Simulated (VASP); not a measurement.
AlAs, 2 atoms in the cell. It takes space group F-43m (No. 216, cubic). Conventional cell: a = 5.682 Å, b = 5.682 Å, c = 5.682 Å, α = 90.00°, β = 90.00°, γ = 90.00°. Al (site symmetry -43m) has 4 As at 2.46 Å as nearest neighbours. As (site symmetry -43m) is surrounded by 4 Al at 2.46 Å. 

- Program: VASP 6.6.1
- Task: relaxation of cell and atoms
- Functional: PBEsol
- Potentials or basis: VASP PAW PBE potentials, release 64 (Al, As)
- Cutoff: 600 eV
- k mesh: 10 × 10 × 10
- Occupations: gaussian, width 0.03 eV
- Spin: no spin polarisation
- Further INCAR settings: ALGO = Normal; EDIFF = 1e-07; IBRION = 2; EDIFFG = -0.005; NSW = 90; ISIF = 3

Potentials or basis: VASP PAW PBE potentials, release 64 (Al, As).

Run with:

```console
$ cat potpaw_PBE.64/Al/POTCAR potpaw_PBE.64/As/POTCAR > POTCAR
$ mpirun -np 1 vasp_std > vasp.out
```

Hardware: 1 thread of Intel(R) Xeon(R) Platinum 8559C (Emerald Rapids) (shared host).

Q: Estimate the wall time of this run.

A: Run time: 15 s on 1 thread of Intel(R) Xeon(R) Platinum 8559C (Emerald Rapids) (shared host), peak memory 0.18 GiB. Counts: scf iterations 13, k points 47, ion steps 1.
